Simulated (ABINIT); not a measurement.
# InAs (Fm-3m) in ABINIT: convergence with cutoff

Aim: find how far cutoff must go before the results for InAs settle, at PBE. This setting moves, with any that are tied to it; all else stays.

All numbers are computed with ABINIT 10.8.3 (patched build); they aren't measurements. Logs are shortened: lines on timing, memory, paths and dates and some standing lists are left out, and cuts for length are marked. The log counts tension as positive stress, the text compression.

## (1) The crystal as given

It takes space group Fm-3m (No. 225, cubic). Conventional cell: a = 5.755 Å, b = 5.755 Å, c = 5.755 Å, α = 90.00°, β = 90.00°, γ = 90.00°. Around In (site symmetry m-3m) lie 6 As at 2.88 Å. As (site symmetry m-3m) is surrounded by 6 In at 2.88 Å.

Measurements of this composition are mostly on another form, of space group No. 216.

## (2) With cutoff 9 Ha

run.abi

```
# Pseudopotentials
pp_dirpath "./"
pseudos "In.GGA_PBE-JTH_sp.xml, As.GGA_PBE-JTH_sp.xml"

# Structure
acell 3*1.0
rprim
     0.0000000000     5.4373165373     5.4373165373
     5.4373165373     0.0000000000     5.4373165373
     5.4373165373     5.4373165373     0.0000000000
ntypat 2
znucl 49 33
natom 2
typat 1 2
xcart
     2.8773040000     2.8773040000     2.8773040000
     0.0000000000     0.0000000000     0.0000000000 Angstrom

# Plane-wave basis
ecut 244.902476 eV
pawecutdg 57.2
pawxcdev 0

# k points
kptopt 1
ngkpt 8 8 8
nshiftk 1
shiftk 0.0 0.0 0.0

# Exchange and correlation
ixc 11

# Bands and occupations
nband 8
occopt 6
tsmear 0.00183747

# SCF cycle
nstep 100
tolvrs 1.0e-9

# Output
iomode 3
prtwf 0
prtden 0
prteig 0
prtebands 0
enunit 1
```

Potentials or basis: JTH PAW PBE v2.0 sp.

Run with:

```bash
> abinit run.abi > log 2>&1
```

run.abo:

```text
.Version 10.8.3 of ABINIT
 Symmetries : space group Fm -3 m (#225); Bravais cF (face-center cubic)
================================================================================
 Values of the parameters that define the memory need of the present run
     intxc =       0    ionmov =       0      iscf =      17    lmnmax =      13
     lnmax =       5     mgfft =      24  mpssoang =       3    mqgrid =    3001
     natom =       2  nloc_mem =       2    nspden =       1   nspinor =       1
    nsppol =       1      nsym =      48    n1xccc =       1    ntypat =       2
    occopt =       6   xclevel =       2
       mpw =         428          nfft =       13824          nkpt =          29
 PAW method is used; the additional fine FFT grid is defined by:
   mgfftf=        54    nfftf =    157464
================================================================================
================================================================================

--------------------------------------------------------------------------------
------------- Echo of variables that govern the present computation ------------
--------------------------------------------------------------------------------
 -outvars: echo values of preprocessed input variables --------
            acell      1.0000000000E+00  1.0000000000E+00  1.0000000000E+00 Bohr
              amu      1.14820000E+02  7.49215900E+01
             ecut      8.99999999E+00 Hartree
           enunit           1
              ixc          11
         kptrlatt        8    0    0      0    8    0      0    0    8
          kptrlen      6.15162143E+01
            natom           2
            nband           8
            ngfft          24      24      24
          ngfftdg          54      54      54
             nkpt          29
            nstep         100
             nsym          48
           ntypat           2
           occopt           6
        pawecutdg      5.72000000E+01 Hartree
         pawxcdev           0
           prtden           0
[... 179 lines left out ...]
xc                  : -1.01135965425261E+01
Ewald energy        : -8.67051310015021E+00
psp_core            :  1.61554343683763E+00
local_psp           : -1.55890155012786E+00
PAW spherical_terms :  6.76004496570614E+00
internal            : -8.49900127761935E+00
'-kT*entropy'       :  2.27785783422996E-05
total_energy        : -8.49897849904101E+00
total_energy_eV     : -2.31268986633693E+02
...

--- !EnergyTermsDC
iteration_state     : {dtset: 1, }
comment             : '"Double-counting" decomposition of free energy'
band_energy         : -1.39544575546803E+00
Ewald energy        : -8.67051310015021E+00
psp_core            :  1.61554343683763E+00
xc_dc               : -6.66278709380065E+00
PAW spherical_terms :  6.61420029650940E+00
internal            : -8.49900221607187E+00
'-kT*entropy'       :  2.27785783422996E-05
total_energy_dc     : -8.49897943749352E+00
total_energy_dc_eV  : -2.31269012170287E+02
...

--- !EnergyTermsWithPAWCore
iteration_state     : {dtset: 1, }
comment             : 'Components of total free energy, including PAW core contributions'
Total energy        : -8.14271001946093E+03
Total energy DC     : -8.14271002039938E+03
Total energy (eV)   : -2.21574427428571E+05
Total energy DC (eV): -2.21574427454107E+05
...

 Cartesian components of stress tensor (hartree/bohr^3)
  sigma(1 1)= -1.91583801E-05  sigma(3 2)=  0.00000000E+00
  sigma(2 2)= -1.91583801E-05  sigma(3 1)=  0.00000000E+00
  sigma(3 3)= -1.91583801E-05  sigma(2 1)=  0.00000000E+00

-Cartesian components of stress tensor (GPa)         [Pressure=  5.6366E-01 GPa]
- sigma(1 1)= -5.63659002E-01  sigma(3 2)=  0.00000000E+00
- sigma(2 2)= -5.63659002E-01  sigma(3 1)=  0.00000000E+00
- sigma(3 3)= -5.63659002E-01  sigma(2 1)=  0.00000000E+00

== END DATASET(S) ==============================================================
================================================================================

 -outvars: echo values of variables after computation  --------
            acell      1.0000000000E+00  1.0000000000E+00  1.0000000000E+00 Bohr
           etotal     -8.4989794375E+00
            fcart     -0.0000000000E+00 -0.0000000000E+00 -0.0000000000E+00
                      -0.0000000000E+00 -0.0000000000E+00 -0.0000000000E+00
            rprim      0.0000000000E+00  5.4373165373E+00  5.4373165373E+00
                       5.4373165373E+00  0.0000000000E+00  5.4373165373E+00
                       5.4373165373E+00  5.4373165373E+00  0.0000000000E+00
           strten     -1.9158380073E-05 -1.9158380073E-05 -1.9158380073E-05
                       0.0000000000E+00  0.0000000000E+00  0.0000000000E+00
           xangst      2.8773040000E+00  2.8773040000E+00  2.8773040000E+00
                       1.9468250884E-09  1.9468250884E-09  1.9468250884E-09
             xred      5.0000000034E-01  5.0000000034E-01  5.0000000034E-01
                       3.3830716006E-10  3.3830716006E-10  3.3830716006E-10
 Calculation completed.
```

It took 4.5 s on 1 thread of Intel Xeon Platinum 8488C (Sapphire Rapids), shared host; peak memory 0.12 GiB.

What came out:

| Quantity | Value |
| --- | --- |
| Free energy | -231.2690 eV |
| Band gap on the k mesh | none (metal or under the smearing width) |
| Valence electrons inside the program's atomic spheres | In 2.05; As 2.64 |

## (3) With cutoff 11 Ha

run.abi, as its differences from that of step 2:

```diff
@@ -19,3 +19,3 @@
 # Plane-wave basis
-ecut 244.902476 eV
+ecut 299.325249 eV
 pawecutdg 57.2
```

Potentials or basis: JTH PAW PBE v2.0 sp.

Run with:

```bash
> abinit run.abi > log 2>&1
```

Wall time 4.7 s (1 thread of Intel Xeon Platinum 8488C (Sapphire Rapids), shared host); peak memory 0.12 GiB.

It converged, with:

* Free energy: -231.2725 eV
* Band gap on the k mesh: none (metal or under the smearing width)
* Valence electrons inside the program's atomic spheres: In 2.05; As 2.64

## (4) With cutoff 13 Ha

run.abi, as its differences from that of step 3:

```diff
@@ -19,3 +19,3 @@
 # Plane-wave basis
-ecut 299.325249 eV
+ecut 353.748021 eV
 pawecutdg 57.2
```

Run with:

```bash
> abinit run.abi > log 2>&1
```

Run time: 5.7 s. Hardware: 1 thread of Intel Xeon Platinum 8488C (Sapphire Rapids), shared host; peak memory 0.12 GiB.

Results (log left out):

| Property | Result |
| --- | --- |
| Free energy | -231.2730 eV |
| Band gap on the k mesh | none (metal or under the smearing width) |
| Valence electrons inside the program's atomic spheres | In 2.05; As 2.64 |

## (5) With cutoff 15.5 Ha

run.abi, as its differences from that of step 4:

```diff
@@ -19,3 +19,3 @@
 # Plane-wave basis
-ecut 353.748021 eV
+ecut 421.776487 eV
 pawecutdg 57.2
```

Run with:

```bash
> abinit run.abi > log 2>&1
```

Run time: 7.5 s. Hardware: 1 thread of Intel Xeon Platinum 8488C (Sapphire Rapids), shared host; peak memory 0.13 GiB.

The run converged. Its results:

* Free energy: -231.2731 eV
* Band gap on the k mesh: none (metal or under the smearing width)
* Valence electrons inside the program's atomic spheres: In 2.05; As 2.64

## (6) With cutoff 18.5 Ha

run.abi, as its differences from that of step 5:

```diff
@@ -19,3 +19,3 @@
 # Plane-wave basis
-ecut 421.776487 eV
+ecut 503.410646 eV
 pawecutdg 57.2
```

Potentials or basis: JTH PAW PBE v2.0 sp.

Run with:

```bash
> abinit run.abi > log 2>&1
```

Run time: 7.6 s. Hardware: 1 thread of Intel Xeon Platinum 8488C (Sapphire Rapids), shared host; peak memory 0.13 GiB.

Results (log left out):

* Free energy: -231.2732 eV
* Band gap on the k mesh: none (metal or under the smearing width)
* Valence electrons inside the program's atomic spheres: In 2.05; As 2.64

## (7) With cutoff 22 Ha

run.abi, as its differences from that of step 6:

```diff
@@ -19,3 +19,3 @@
 # Plane-wave basis
-ecut 503.410646 eV
+ecut 598.650497 eV
 pawecutdg 57.2
```

Run with:

```bash
> abinit run.abi > log 2>&1
```

Wall time 12 s (1 thread of Intel Xeon Platinum 8488C (Sapphire Rapids), shared host); peak memory 0.14 GiB.

The run converged. Its results:

```
Free energy                                           : -231.2732 eV
Pressure                                              : 0.6 GPa
Band gap on the k mesh                                : none (metal or under the smearing width)
Valence electrons inside the program's atomic spheres : In 2.05; As 2.64
```

## (8) With cutoff 25.5 Ha

run.abi, as its differences from that of step 7:

```diff
@@ -19,3 +19,3 @@
 # Plane-wave basis
-ecut 598.650497 eV
+ecut 693.890349 eV
 pawecutdg 57.2
```

Run with:

```bash
> abinit run.abi > log 2>&1
```

It took 11 s on 1 thread of Intel Xeon Platinum 8488C (Sapphire Rapids), shared host; peak memory 0.15 GiB.

The run converged. Its results:

| Property | Result |
| --- | --- |
| Free energy | -231.2732 eV |
| Pressure | 0.6 GPa |
| Band gap on the k mesh | none (metal or under the smearing width) |
| Valence electrons inside the program's atomic spheres | In 2.05; As 2.64 |

## (9) With cutoff 29.5 Ha

run.abi, as its differences from that of step 8:

```diff
@@ -19,3 +19,3 @@
 # Plane-wave basis
-ecut 693.890349 eV
+ecut 802.735894 eV
 pawecutdg 57.2
```

Potentials or basis: JTH PAW PBE v2.0 sp.

Run with:

```bash
> abinit run.abi > log 2>&1
```

Wall time 17 s (1 thread of Intel Xeon Platinum 8488C (Sapphire Rapids), shared host); peak memory 0.16 GiB.

The run converged. Its results:

- Free energy: -231.2733 eV
- Pressure: 0.6 GPa
- Band gap on the k mesh: none (metal or under the smearing width)
- Valence electrons inside the program's atomic spheres: In 2.05; As 2.64

## (10) With cutoff 35 Ha

run.abi, as its differences from that of step 9:

```diff
@@ -19,3 +19,3 @@
 # Plane-wave basis
-ecut 802.735894 eV
+ecut 952.398519 eV
 pawecutdg 57.2
```

Run with:

```bash
> abinit run.abi > log 2>&1
```

Run time: 20 s. Hardware: 1 thread of Intel Xeon Platinum 8488C (Sapphire Rapids), shared host; peak memory 0.17 GiB.

It converged, with:

| Quantity | Value |
| --- | --- |
| Free energy | -231.2733 eV |
| Pressure | 0.6 GPa |
| Band gap on the k mesh | none (metal or under the smearing width) |
| Valence electrons inside the program's atomic spheres | In 2.05; As 2.64 |

## (11) Result

| cutoff | energy less the tightest run (meV/atom) | SCF cycles | CPU time (s) | peak memory (GiB) |
| --- | --- | --- | --- | --- |
| 9 Ha | 2.13 | 9 | 4.5 | 0.12 |
| 11 Ha | 0.38 | 9 | 4.6 | 0.12 |
| 13 Ha | 0.16 | 9 | 5.6 | 0.12 |
| 15.5 Ha | 0.10 | 10 | 7.5 | 0.13 |
| 18.5 Ha | 0.06 | 9 | 7.6 | 0.13 |
| 22 Ha | 0.03 | 11 | 12 | 0.14 |
| 25.5 Ha | 0.02 | 9 | 11 | 0.15 |
| 29.5 Ha | 0.01 | 11 | 17 | 0.16 |
| 35 Ha | 0.00 | 9 | 20 | 0.17 |

Against the tightest run, the energy stays within 1 meV/atom from 11 Ha on. The tightest run that finished is the yardstick and may itself not be fully converged.

Caveats: this set keeps more shells in the core, which shifts pressures and gaps.
